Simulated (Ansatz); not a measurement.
**Molecular dynamics of SiO2**

Input file:

```yaml
accuracy: low
crystal:
  lattice:
    - [5.91311, 0.0, 0.0]
    - [0.0, 5.3324, 0.0]
    - [0.0, 0.0, 15.76774]
  atoms:
    - { symbol: Si, position: [0.0, 0.0, 0.0634206] }
    - { symbol: Si, position: [0.5, 0.25, 0.0634206] }
    - { symbol: O, position: [0.0, 0.0, 0.17353463] }
    - { symbol: O, position: [0.1937, 0.25, 0.0634206] }
    - { symbol: O, position: [0.5, 0.0, 0.1238718] }
    - { symbol: O, position: [0.8063, 0.25, 0.0634206] }
    - { symbol: Si, position: [0.5, 0.0, 0.28601643] }
    - { symbol: Si, position: [1.0, 0.25, 0.25991982] }
    - { symbol: O, position: [0.5, 0.0, 0.39024192] }
    - { symbol: O, position: [0.68797041, 0.25, 0.25662151] }
    - { symbol: O, position: [0.0, 0.0, 0.32431053] }
    - { symbol: O, position: [0.31202959, 0.25, 0.25662151] }
    - { symbol: Si, position: [0.0, 0.5, 0.0634206] }
    - { symbol: Si, position: [0.5, 0.75, 0.0634206] }
    - { symbol: O, position: [0.0, 0.5, 0.17353463] }
    - { symbol: O, position: [0.1937, 0.75, 0.0634206] }
    - { symbol: O, position: [0.5, 0.5, 0.1238718] }
    - { symbol: O, position: [0.8063, 0.75, 0.0634206] }
    - { symbol: Si, position: [0.5, 0.5, 0.28601643] }
    - { symbol: Si, position: [1.0, 0.75, 0.25991982] }
    - { symbol: O, position: [0.5, 0.5, 0.39024192] }
    - { symbol: O, position: [0.68797041, 0.75, 0.25662151] }
    - { symbol: O, position: [0.0, 0.5, 0.32431053] }
    - { symbol: O, position: [0.31202959, 0.75, 0.25662151] }
basis:
  ecutwfc: 420.0
kpoints:
  mp_grid: { grid: [2, 2, 1] }
hamiltonian:
  xc: pbe
  dispersion: d3bj
  pseudopotentials: { kind: paw, azcp: { folder: soft_1 } }
scf:
  occupations: { method: fermi_dirac, width: 0.02 }
  lower_state_search: "off"
md:
  timestep: 1
  n_steps: 110
  ensemble: nve
  temperature: 600.0
  initial_velocities: maxwell_boltzmann
  seed: 199698
  constraints: [{ sites: [0, 1, 3, 5, 12, 13, 15, 17] }]
```

Launched with:

```bash
$ ansatz run input.yaml --threads 1 --pin off --max-ram 3072MiB --backend cpu --events-out ev --progress --plain --runs-dir out
```

It starts from a relaxed structure.

Output, in part (step lines):

```
md step     0: t =     0.00 fs  T =   600.0 K  F+E_penalty+E_count = -14174.24241696 eV  E_kin = 1.240896 eV  conserved = -14173.00152098 eV  (31 SCF iters)
md step     1: t =     1.00 fs  T =   593.6 K  F+E_penalty+E_count = -14174.22907293 eV  E_kin = 1.227595 eV  conserved = -14173.00147834 eV  (17 SCF iters)
md step     2: t =     2.00 fs  T =   574.1 K  F+E_penalty+E_count = -14174.18855377 eV  E_kin = 1.187245 eV  conserved = -14173.00130842 eV  (18 SCF iters)
md step     3: t =     3.00 fs  T =   542.8 K  F+E_penalty+E_count = -14174.12361139 eV  E_kin = 1.122590 eV  conserved = -14173.00102120 eV  (18 SCF iters)
md step     4: t =     4.00 fs  T =   502.0 K  F+E_penalty+E_count = -14174.03886135 eV  E_kin = 1.038224 eV  conserved = -14173.00063753 eV  (17 SCF iters)
md step     5: t =     5.00 fs  T =   454.6 K  F+E_penalty+E_count = -14173.94045329 eV  E_kin = 0.940264 eV  conserved = -14173.00018928 eV  (9 SCF iters)
md step     6: t =     6.00 fs  T =   404.1 K  F+E_penalty+E_count = -14173.83555901 eV  E_kin = 0.835841 eV  conserved = -14172.99971842 eV  (5 SCF iters)
md step     7: t =     7.00 fs  T =   354.1 K  F+E_penalty+E_count = -14173.73170554 eV  E_kin = 0.732434 eV  conserved = -14172.99927126 eV  (6 SCF iters)
[... lines left out ...]
md step   110: t =   110.00 fs  T =   835.9 K  F+E_penalty+E_count = -14174.73527895 eV  E_kin = 1.728841 eV  conserved = -14173.00643804 eV  (18 SCF iters)
```

The steps, from the saved trajectory:

```csv
time (fs),T (K),potential energy less start (eV),conserved less start (meV/atom)
0,600,0.000,0.00
3,543,0.119,0.02
6,404,0.407,0.08
9,269,0.688,0.12
12,208,0.815,0.12
15,227,0.774,0.10
18,286,0.651,0.07
21,340,0.540,0.06
24,365,0.488,0.06
27,363,0.492,0.07
30,358,0.503,0.09
33,378,0.462,0.10
36,433,0.348,0.09
39,510,0.189,0.08
42,601,0.000,0.10
45,738,-0.284,0.09
48,916,-0.652,0.03
51,1043,-0.920,-0.13
54,922,-0.672,-0.26
57,581,0.045,0.28
60,709,-0.225,0.02
63,1032,-0.899,-0.27
66,1032,-0.896,-0.07
69,861,-0.540,0.04
72,672,-0.148,0.07
75,512,0.185,0.09
78,406,0.404,0.09
81,363,0.493,0.09
84,378,0.462,0.08
87,445,0.322,0.09
90,566,0.073,0.08
93,730,-0.267,0.05
96,901,-0.623,0.00
99,992,-0.815,-0.15
102,821,-0.463,-0.23
105,456,0.305,0.28
108,559,0.088,0.10
```

The run went to its last step. The conserved energy stayed within 0.38 meV per atom of its start (net change -0.2 meV per atom), so the integration is sound. A run of 0.11 ps of so small a system gives no equilibrium averages. Limits of this set-up: coarse k mesh, thin slab, slab without dipole correction, low accuracy level.

Mean squared displacements from the first frame to the last: Si 0.02 Å², O 0.07 Å².

Last frame:

```xyz
24
Lattice="5.9131 0.0000 0.0000 0.0000 5.3324 0.0000 0.0000 0.0000 15.7677" Properties=species:S:1:pos:R:3
Si 0.000 0.000 1.000
Si 2.957 1.333 1.000
O 0.091 -0.018 2.745
O 1.145 1.333 1.000
O 3.009 0.038 2.000
O 4.768 1.333 1.000
Si 3.090 -0.108 4.353
Si 6.028 1.383 4.367
O 3.087 -0.644 6.024
O 4.087 1.339 4.201
O 0.124 -0.032 5.223
O 2.006 1.370 4.134
Si 0.000 2.666 1.000
Si 2.957 3.999 1.000
O 0.049 2.619 2.768
O 1.145 3.999 1.000
O 3.029 2.660 1.880
O 4.768 3.999 1.000
Si 3.022 2.780 4.482
Si 6.050 4.018 4.057
O 3.109 3.379 6.096
O 4.144 3.933 3.858
O 0.077 2.752 5.245
O 1.880 4.009 3.965
```

Time of the run: 11 min on 1 thread of AMD EPYC 7R43 64-Core Processor (Zen 3) (shared host), peak memory 0.81 GiB.
